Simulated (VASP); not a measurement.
# Al (Im-3m) in VASP: a series of runs

The runs below take Al through single point, with PBEsol.

Everything below comes from runs of VASP 6.6.1. Logs are shortened: lines on timing, memory, paths and dates and some standing lists are left out, and cuts for length are marked.

### Step 1. The crystal as given

It takes space group Im-3m (No. 229, cubic). The conventional cell has a = 3.182 Å, b = 3.182 Å, c = 3.182 Å, α = 90.00°, β = 90.00°, γ = 90.00°. Al (site symmetry m-3m) is surrounded by 8 Al at 2.76 Å.

This isn't the form of Al at room conditions, which is fcc.

### Step 2. Single point, PBEsol

Input file INCAR:

```
ADDGRID = F
ALGO = Normal
EDIFF = 1E-7
ENCUT = 600
GGA = PS
ISIF = 2
ISMEAR = 1
LASPH = T
LCHARG = F
LREAL = F
LWAVE = F
NELM = 100
PREC = Accurate
SIGMA = 0.15
```

Input file KPOINTS:

```
k-points
0
Gamma
  7 7 7
```

Input file POSCAR:

```
Al
1.0
   -1.5912186900      1.5912186900      1.5912186900
    1.5912186900     -1.5912186900      1.5912186900
    1.5912186900      1.5912186900     -1.5912186900
Al
1
Direct
    0.0000000000      0.0000000000      0.0000000000
```

Potentials or basis: VASP PAW PBE potentials, release 64 (Al).

Started as:

```bash
cat potpaw_PBE.64/Al/POTCAR > POTCAR
mpirun -np 1 vasp_std > vasp.out
```

OUTCAR:

```text
EDIFF = 1E-7
   ENCUT = 600
   GGA = PS
   ISIF = 2
   ISMEAR = 1
   LASPH = T
   LREAL = F
   NELM = 100
   PREC = Accurate

 Found     20 irreducible k-points:

 Following reciprocal coordinates:
            Coordinates               Weight
  0.000000  0.000000  0.000000      1.000000
  0.142857  0.000000  0.000000     12.000000
  0.285714  0.000000  0.000000     12.000000
  0.428571  0.000000  0.000000     12.000000
  0.142857  0.142857  0.000000     24.000000
  0.285714  0.142857  0.000000     48.000000
   k-points           NKPTS =     20   k-points in BZ     NKDIM =     20   number of bands    NBANDS=      5
   number of dos      NEDOS =    301   number of ions     NIONS =      1
   total plane-waves  NPLWV =  13824
   dimension x,y,z NGX =    24 NGY =   24 NGZ =   24
   dimension x,y,z NGXF=    48 NGYF=   48 NGZF=   48
   ions per type =               1
   NGX,Y,Z   is equivalent  to a cutoff of  14.48, 14.48, 14.48 a.u.
   NGXF,Y,Z  is equivalent  to a cutoff of  28.95, 28.95, 28.95 a.u.
 SYSTEM =  unknown system
   PREC   = accura    normal or accurate (medium, high low for compatibility)
   ISTART =      0    job   : 0-new  1-cont  2-samecut
   ICHARG =      2    charge: 1-file 2-atom 10-const
   ISPIN  =      1    spin polarized calculation?
   LNONCOLLINEAR =      F non collinear calculations
   LSORBIT =      F    spin-orbit coupling
   LASPH  =      T    aspherical Exc in radial PAW
   ENCUT  =  600.0 eV  44.10 Ry    6.64 a.u.   5.50  5.50  5.50*2*pi/ulx,y,z
   NELM   =    100;   NELMIN=  2; NELMDL= -5     # of ELM steps
   EDIFF  = 0.1E-06   stopping-criterion for ELM
   LREAL  =      F    real-space projection
   EDIFFG = 0.1E-05   stopping-criterion for IOM
   NSW    =      0    number of steps for IOM
   IBRION =     -1    ionic relax: 0-MD 1-quasi-New 2-CG
   NFREE  =      0    steps in history (QN), initial steepest desc. (CG)
   ISIF   =      2    stress and relaxation
   ISYM   =      2    0-nonsym 1-usesym 2-fastsym
   POTIM  = 0.5000    time-step for ionic-motion
   TEBEG  =    0.0;   TEEND  =   0.0 temperature during run
   PSTRESS=    0.0 pullay stress
   NELECT =       3.0000    total number of electrons
   NUPDOWN=      -1.0000    fix difference up-down
   EMIN   =  10.00;   EMAX   =-10.00  energy-range for DOS
   EFERMI =   0.00;   METHOD = LEGACY
   ISMEAR =     1;   SIGMA  =   0.15  broadening in eV -4-tet -1-fermi 0-gaus
   EFERMI_NEDOS =   21; number of points for ismear=-14 and -15
   IALGO  =     38    algorithm
   IMIX   =      4    mixing-type and parameters
     AMIX     =   0.40;   BMIX     =  1.00
     AMIX_MAG =   1.60;   BMIX_MAG =  1.00
  volume/ion in A,a.u.               =      16.12       108.75
  Fermi-wavevector in a.u.,A,eV,Ry     =   0.934757  1.766435 11.888371  0.873771
  Thomas-Fermi vector in A             =   2.061595
   LORBIT       =      0    0 simple, 1 ext, 2 COOP (PROOUT), +10 PAW based schemes
   GGA     = PS    functional components
   LHFCALC =     F    Hartree Fock is set to
   AEXX    =    0.0000 exact exchange contribution
   IVDW    =     0    specifies the selected vdW correction
   LEPSILON=     F    determine dielectric tensor
   LRPA    =     F    only Hartree local field effects (RPA)
 non-spin polarized calculation
 Methfessel and Paxton  Order N= 1 SIGMA  =   0.15
  energy-cutoff  :      600.00
  volume of cell :       16.12
 maximum number of plane-waves:       555
 NGX is ok and might be reduce to    24
   NGX = 11   NGY = 11   NGZ = 11

 number of electron       3.0000000 magnetization

 Free energy of the ion-electron system (eV)
  ---------------------------------------------------
  ext. energy  EPLUGINS =         0.00000000
  ---------------------------------------------------
  free energy    TOTEN  =        -3.96642178 eV

  energy without entropy =       -3.96324355  energy(sigma->0) =       -3.96536237

 E-fermi :   8.2870     XC(G=0): -10.3475

 val. band max:        8.2749284551   @ k =   0.2857   0.2857   0.0000
 cond. band min:       8.3741637414   @ k =  -0.4286   0.4286   0.2857
 fundamental gap:      0.0992352863
 Fermi energy:         8.2869868155

 k-point     1 :       0.0000    0.0000    0.0000
  band No.  band energies     occupation
      1      -3.0920      2.00000
      2      21.5835      0.00000
      3      21.5835      0.00000
      4      21.5835      0.00000
      5      23.2235      0.00000

 k-point     2 :       0.1429    0.0000    0.0000
  band No.  band energies     occupation
      1      -2.4965      2.00000
      2      16.9678      0.00000
      3      19.4254      0.00000
      4      19.8451      0.00000
      5      21.4243      0.00000

 k-point     3 :       0.2857    0.0000    0.0000
  band No.  band energies     occupation
      1      -0.7254      2.00000
      2      11.1676     -0.00000
      3      17.5753      0.00000
      4      17.7662      0.00000
      5      19.4741      0.00000

 k-point     4 :       0.4286    0.0000    0.0000
  band No.  band energies     occupation
      1       2.1730      2.00000
      2       6.1937      2.00000
      3      16.6485      0.00000
      4      16.6521      0.00000
      5      18.4586      0.00000

 k-point     5 :       0.1429    0.1429    0.0000
  band No.  band energies     occupation
      1      -1.3133      2.00000
      2      14.1213      0.00000
      3      14.6403      0.00000
      4      18.0434      0.00000
      5      22.0374      0.00000

 k-point     6 :       0.2857    0.1429    0.0000
  band No.  band energies     occupation
      1       1.0228      2.00000
      2       8.9592     -0.00000
      3      12.8123      0.00000
      4      16.5829      0.00000
      5      20.7958      0.00000

 [... further k-points ...]

------------------------ aborting loop because EDIFF is reached ----------------------------------------

  FORCE on cell =-STRESS in cart. coord.  units (eV):
  Direction    XX          YY          ZZ          XY          YZ          ZX
  --------------------------------------------------------------------------------------
  -------------------------------------------------------------------------------------
  Total        0.1899386      0.1899386      0.1899386     -0.0000000     -0.0000000      0.0000000
  in kB       18.8831433     18.8831433     18.8831433     -0.0000000     -0.0000000      0.0000000
  external PRESSURE =      18.8831433 kB  Pullay stress =       0.0000000 kB

 VOLUME and BASIS-vectors are now :
 -----------------------------------------------------------------------------
  energy-cutoff  :      600.00
  volume of cell :       16.12
      direct lattice vectors                 reciprocal lattice vectors
    -1.591218690  1.591218690  1.591218690     0.000000000  0.314224565  0.314224565
     1.591218690 -1.591218690  1.591218690     0.314224565  0.000000000  0.314224565
     1.591218690  1.591218690 -1.591218690     0.314224565  0.314224565  0.000000000

 POSITION                                       TOTAL-FORCE (eV/Angst)
 -----------------------------------------------------------------------------------
      0.00000      0.00000      0.00000        -0.000000     -0.000000     -0.000000
 -----------------------------------------------------------------------------------
    total drift:                                0.000000     -0.000000      0.000000

  FREE ENERGIE OF THE ION-ELECTRON SYSTEM (eV)
  ---------------------------------------------------
  free  energy   TOTEN  =        -3.9664217805 eV

  energy  without entropy=       -3.9632435515  energy(sigma->0) =       -3.96536237
```

Run time: 6.6 s. Hardware: 1 thread of Intel Xeon Platinum 8375C at 2.90GHz (Ice Lake), shared host; peak memory 0.12 GiB.

These settings aren't checked as converged: the numbers below hold their error.

What came out:

```
Free energy            : -3.9664 eV
Pressure               : 1.9 GPa
Band gap on the k mesh : none (metal or under the smearing width)
```

Caveat: the k mesh is coarse (spacing up to 0.40 Å⁻¹), so the values aren't converged; the PAW data sets were made with another functional, which shifts forces and pressure a little.

### Step 3. Single point, PBEsol

INCAR is that of step 2.

KPOINTS is that of step 2.

Input file POSCAR:

```
Al
1.0
   -1.5505220000      1.6151010000      1.5901740000
    1.5972310000     -1.6159030000      1.6376860000
    1.5218560000      1.5872370000     -1.5909760000
Al
1
Direct
   -0.0427450000     -0.0166940000     -0.0578530000
```

Potentials or basis: VASP PAW PBE potentials, release 64 (Al).

Started as:

```bash
cat potpaw_PBE.64/Al/POTCAR > POTCAR
mpirun -np 1 vasp_std > vasp.out
```

Wall time 19 s (1 thread of Intel Xeon Platinum 8375C at 2.90GHz (Ice Lake), shared host); peak memory 0.13 GiB.

The run converged, but some of its settings lie outside the range that counts as converged, so its numbers aren't taken as properties of the crystal.

What came out:

```yaml
Free_energy: -3.9775 eV
Pressure: 1.6 GPa
Band_gap_on_the_k_mesh: none (metal or under the smearing width)
```

Caveat: the k mesh is coarse (spacing up to 0.41 Å⁻¹), so the values aren't converged; the PAW data sets were made with another functional, which shifts forces and pressure a little.

### Step 4. Single point, PBEsol

Changes to INCAR since step 3:

```diff
@@ -3,3 +3,3 @@
 EDIFF = 1E-7
-ENCUT = 600
+ENCUT = 300
 GGA = PS
```

Input file KPOINTS:

```
k-points
0
Gamma
  10 10 10
```

Input file POSCAR:

```
Al
1.0
   -1.5912186900      1.5912186900      1.5912186900
    1.5912186900     -1.5912186900      1.5912186900
    1.5912186900      1.5912186900     -1.5912186900
Al
1
Direct
    0.0000000000      0.0000000000      0.0000000000
```

Potentials or basis: VASP PAW PBE potentials, release 64 (Al).

Started as:

```bash
cat potpaw_PBE.64/Al/POTCAR > POTCAR
mpirun -np 1 vasp_std > vasp.out
```

OUTCAR:

```text
EDIFF = 1E-7
   ENCUT = 300
   GGA = PS
   ISIF = 2
   ISMEAR = 1
   LASPH = T
   LREAL = F
   NELM = 100
   PREC = Accurate

 Found     47 irreducible k-points:

 Following reciprocal coordinates:
            Coordinates               Weight
  0.000000  0.000000  0.000000      1.000000
  0.100000  0.000000  0.000000     12.000000
  0.200000  0.000000  0.000000     12.000000
  0.300000  0.000000  0.000000     12.000000
  0.400000  0.000000  0.000000     12.000000
  0.500000  0.000000  0.000000      6.000000
   k-points           NKPTS =     47   k-points in BZ     NKDIM =     47   number of bands    NBANDS=      5
   number of dos      NEDOS =    301   number of ions     NIONS =      1
   total plane-waves  NPLWV =   4096
   dimension x,y,z NGX =    16 NGY =   16 NGZ =   16
   dimension x,y,z NGXF=    32 NGYF=   32 NGZF=   32
   ions per type =               1
   NGX,Y,Z   is equivalent  to a cutoff of   9.65,  9.65,  9.65 a.u.
   NGXF,Y,Z  is equivalent  to a cutoff of  19.30, 19.30, 19.30 a.u.
 SYSTEM =  unknown system
   PREC   = accura    normal or accurate (medium, high low for compatibility)
   ISTART =      0    job   : 0-new  1-cont  2-samecut
   ICHARG =      2    charge: 1-file 2-atom 10-const
   ISPIN  =      1    spin polarized calculation?
   LNONCOLLINEAR =      F non collinear calculations
   LSORBIT =      F    spin-orbit coupling
   LASPH  =      T    aspherical Exc in radial PAW
   ENCUT  =  300.0 eV  22.05 Ry    4.70 a.u.   3.89  3.89  3.89*2*pi/ulx,y,z
   NELM   =    100;   NELMIN=  2; NELMDL= -5     # of ELM steps
   EDIFF  = 0.1E-06   stopping-criterion for ELM
   LREAL  =      F    real-space projection
   EDIFFG = 0.1E-05   stopping-criterion for IOM
   NSW    =      0    number of steps for IOM
   IBRION =     -1    ionic relax: 0-MD 1-quasi-New 2-CG
   NFREE  =      0    steps in history (QN), initial steepest desc. (CG)
   ISIF   =      2    stress and relaxation
   ISYM   =      2    0-nonsym 1-usesym 2-fastsym
   POTIM  = 0.5000    time-step for ionic-motion
   TEBEG  =    0.0;   TEEND  =   0.0 temperature during run
   PSTRESS=    0.0 pullay stress
   NELECT =       3.0000    total number of electrons
   NUPDOWN=      -1.0000    fix difference up-down
   EMIN   =  10.00;   EMAX   =-10.00  energy-range for DOS
   EFERMI =   0.00;   METHOD = LEGACY
   ISMEAR =     1;   SIGMA  =   0.15  broadening in eV -4-tet -1-fermi 0-gaus
   EFERMI_NEDOS =   21; number of points for ismear=-14 and -15
   IALGO  =     38    algorithm
   IMIX   =      4    mixing-type and parameters
     AMIX     =   0.40;   BMIX     =  1.00
     AMIX_MAG =   1.60;   BMIX_MAG =  1.00
  volume/ion in A,a.u.               =      16.12       108.75
  Fermi-wavevector in a.u.,A,eV,Ry     =   0.934757  1.766435 11.888371  0.873771
  Thomas-Fermi vector in A             =   2.061595
   LORBIT       =      0    0 simple, 1 ext, 2 COOP (PROOUT), +10 PAW based schemes
   GGA     = PS    functional components
   LHFCALC =     F    Hartree Fock is set to
   AEXX    =    0.0000 exact exchange contribution
   IVDW    =     0    specifies the selected vdW correction
   LEPSILON=     F    determine dielectric tensor
   LRPA    =     F    only Hartree local field effects (RPA)
 non-spin polarized calculation
 Methfessel and Paxton  Order N= 1 SIGMA  =   0.15
  energy-cutoff  :      300.00
  volume of cell :       16.12
 maximum number of plane-waves:       201
   NGX =  7   NGY =  7   NGZ =  7

 number of electron       3.0000000 magnetization

 Free energy of the ion-electron system (eV)
  ---------------------------------------------------
  ext. energy  EPLUGINS =         0.00000000
  ---------------------------------------------------
  free energy    TOTEN  =        -3.99998707 eV

  energy without entropy =       -3.99955878  energy(sigma->0) =       -3.99984431

 E-fermi :   8.1665     XC(G=0): -10.3462

 val. band max:        8.1175325274   @ k =   0.5000   0.5000   0.4000
 cond. band min:       8.1839480141   @ k =  -0.4000   0.4000   0.2000
 fundamental gap:      0.0664154867
 Fermi energy:         8.1664690103

 k-point     1 :       0.0000    0.0000    0.0000
  band No.  band energies     occupation
      1      -3.0901      2.00000
      2      21.6179      0.00000
      3      21.6179      0.00000
      4      21.6179      0.00000
      5      23.2325      0.00000

 k-point     2 :       0.1000    0.0000    0.0000
  band No.  band energies     occupation
      1      -2.7978      2.00000
      2      18.7740      0.00000
      3      20.1683      0.00000
      4      20.5892      0.00000
      5      22.1350      0.00000

 k-point     3 :       0.2000    0.0000    0.0000
  band No.  band energies     occupation
      1      -1.9251      2.00000
      2      14.5871      0.00000
      3      18.5894      0.00000
      4      18.9502      0.00000
      5      20.5549      0.00000

 k-point     4 :       0.3000    0.0000    0.0000
  band No.  band energies     occupation
      1      -0.4826      2.00000
      2      10.6354     -0.00000
      3      17.4497      0.00000
      4      17.6308      0.00000
      5      19.3334      0.00000

 k-point     5 :       0.4000    0.0000    0.0000
  band No.  band energies     occupation
      1       1.5105      2.00000
      2       7.1145      2.00000
      3      16.7666      0.00000
      4      16.8121      0.00000
      5      18.5855      0.00000

 k-point     6 :       0.5000    0.0000    0.0000
  band No.  band energies     occupation
      1       3.7942      2.00000
      2       4.3185      2.00000
      3      16.5352      0.00000
      4      16.5392      0.00000
      5      18.3347      0.00000

 [... further k-points ...]

------------------------ aborting loop because EDIFF is reached ----------------------------------------

  FORCE on cell =-STRESS in cart. coord.  units (eV):
  Direction    XX          YY          ZZ          XY          YZ          ZX
  --------------------------------------------------------------------------------------
  -------------------------------------------------------------------------------------
  Total        0.2781950      0.2781950      0.2781950     -0.0000000     -0.0000000     -0.0000000
  in kB       27.6573325     27.6573325     27.6573325     -0.0000000     -0.0000000     -0.0000000
  external PRESSURE =      27.6573325 kB  Pullay stress =       0.0000000 kB

 VOLUME and BASIS-vectors are now :
 -----------------------------------------------------------------------------
  energy-cutoff  :      300.00
  volume of cell :       16.12
      direct lattice vectors                 reciprocal lattice vectors
    -1.591218690  1.591218690  1.591218690     0.000000000  0.314224565  0.314224565
     1.591218690 -1.591218690  1.591218690     0.314224565  0.000000000  0.314224565
     1.591218690  1.591218690 -1.591218690     0.314224565  0.314224565  0.000000000

 POSITION                                       TOTAL-FORCE (eV/Angst)
 -----------------------------------------------------------------------------------
      0.00000      0.00000      0.00000        -0.000000     -0.000000     -0.000000
 -----------------------------------------------------------------------------------
    total drift:                                0.000000      0.000000     -0.000000

  FREE ENERGIE OF THE ION-ELECTRON SYSTEM (eV)
  ---------------------------------------------------
  free  energy   TOTEN  =        -3.9999870716 eV

  energy  without entropy=       -3.9995587793  energy(sigma->0) =       -3.99984431
```

Wall time 6.7 s (1 thread of Intel Xeon Platinum 8375C at 2.90GHz (Ice Lake), shared host); peak memory 0.1 GiB.

The run converged, but some of its settings lie outside the range that counts as converged, so its numbers aren't taken as properties of the crystal.

What came out:

* Free energy: -4.0000 eV
* Pressure: 2.8 GPa
* Band gap on the k mesh: none (metal or under the smearing width)

Caveat: the PAW data sets were made with another functional, which shifts forces and pressure a little.

### Step 5. Single point, PBEsol

INCAR is that of step 4.

KPOINTS is that of step 4.

Input file POSCAR:

```
Al
1.0
   -1.5505220000      1.6151010000      1.5901740000
    1.5972310000     -1.6159030000      1.6376860000
    1.5218560000      1.5872370000     -1.5909760000
Al
1
Direct
   -0.0427450000     -0.0166940000     -0.0578530000
```

Started as:

```bash
cat potpaw_PBE.64/Al/POTCAR > POTCAR
mpirun -np 1 vasp_std > vasp.out
```

Wall time 12 s (1 thread of Intel Xeon Platinum 8375C at 2.90GHz (Ice Lake), shared host); peak memory 0.12 GiB.

These settings aren't checked as converged: the numbers below hold their error.

Results:

```yaml
Free_energy: -3.9922 eV
Pressure: 2.8 GPa
Band_gap_on_the_k_mesh: none (metal or under the smearing width)
```

Caveat: the PAW data sets were made with another functional, which shifts forces and pressure a little.

### Step 6. The reference run

An earlier run on the cell as given: functional PBEsol; potentials or basis VASP PAW PBE potentials, release 64 (Al); cutoff 520 eV; k mesh 12 × 12 × 12; occupations fermi-dirac, width 0.05 eV; no spin polarisation.

- Pressure: 2.3 GPa
- Band gap on the k mesh: none (metal or under the smearing width)
